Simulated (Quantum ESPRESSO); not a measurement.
AlN, 4 atoms in the cell. Symmetry: P6_3mc, No. 186, hexagonal system. Conventional cell: a = 3.113 Å, b = 3.113 Å, c = 4.981 Å, α = 90.00°, β = 90.00°, γ = 120.00°. Al (site symmetry 3m) has 4 N at 1.89 Å as nearest neighbours. N (site symmetry 3m) has 4 Al at 1.89 Å as nearest neighbours. 

```yaml
Program: Quantum ESPRESSO 7.5
Task: dielectric tensor
Functional: PBE
Potentials_or_basis: PseudoDojo 0.4.1 SR PBE standard
Cutoff: 1143 eV
Density_cutoff: 4572 eV
k_mesh: 8 × 8 × 5, shifted
Occupations: fermi-dirac, width 0.02 eV
Spin: no spin polarisation
Mixing_beta: 0.5
Most_SCF_iterations: 120
SCF_threshold: 8e-10 Ry
```

Potentials or basis: PseudoDojo 0.4.1 SR PBE standard.

The run is started by

```console
$ OMP_NUM_THREADS=1 pw.x -in pw.in > pw.out
$ OMP_NUM_THREADS=1 pw.x -in relax.in > relax.out
$ OMP_NUM_THREADS=1 pw.x -in scf2.in > scf2.out
$ OMP_NUM_THREADS=1 ph.x -in ph.in > ph.out
```

Hardware: 1 thread of AMD EPYC 7R43 64-Core Processor (Zen 3), with other jobs on the host.

Question: Estimate the wall time of this run.

Answer: It took 4.4 min on 1 thread of AMD EPYC 7R43 64-Core Processor (Zen 3), with other jobs on the host, peak memory 0.08 GiB. Counts: scf iterations 64, k pools 1, bands 14, ion steps 5, k points 30, g dense 29383.
